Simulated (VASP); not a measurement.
Here is a VASP 6.6.1 calculation.

Contents of INCAR:

```
SYSTEM = Si2W
PREC     = Accurate       ! precision mode
ENCUT    = 520            ! plane-wave cutoff, eV
EDIFF    = 1E-7           ! SCF threshold, eV
ISMEAR   = 0              ! smearing method
SIGMA    = 1.0            ! smearing width, eV
LREAL    = .False.        ! projectors in reciprocal space
LASPH    = .True.         ! aspherical terms in the spheres
NELM     = 80             ! most SCF steps
ALGO     = Normal         ! electronic algorithm
ISIF     = 3              ! what is computed and relaxed
LWAVE    = .False.        ! write WAVECAR
LCHARG   = .False.        ! write CHGCAR
GGA      = PE             ! functional
IBRION   = 2              ! ionic algorithm
NSW      = 80             ! ionic steps
EDIFFG   = -0.002         ! ionic threshold
```

The input KPOINTS:

```
regular mesh
0
Gamma
  18 18 18
  0 0 0
```

Contents of POSCAR:

```
Si2W
1.0
   -1.6069000000      1.6069000000      3.9149500000
    1.6069000000     -1.6069000000      3.9149500000
    1.6069000000      1.6069000000     -3.9149500000
Si W
2 1
Direct
    0.3347000000      0.3347000000      0.0000000000
    0.6653000000      0.6653000000      0.0000000000
    0.0000000000      0.0000000000      0.0000000000
```

Potentials or basis: VASP PAW PBE potentials, release 64 (Si, W_sv).

Launch:

```sh
$ cat potpaw_PBE.64/Si/POTCAR potpaw_PBE.64/W_sv/POTCAR > POTCAR
$ mpirun -np 1 vasp_std > vasp.out
```

(1) Estimate the band gap on the k mesh.

(2) Predict the relaxed cell.

(3) Estimate the relaxed volume.

## Answers

(1) none (metal or under the smearing width).

(2) a = 4.568 Å, b = 4.568 Å, c = 4.568 Å, α = 138.61°, β = 138.61°, γ = 59.97°.

(3) 13.75 Å³/atom.
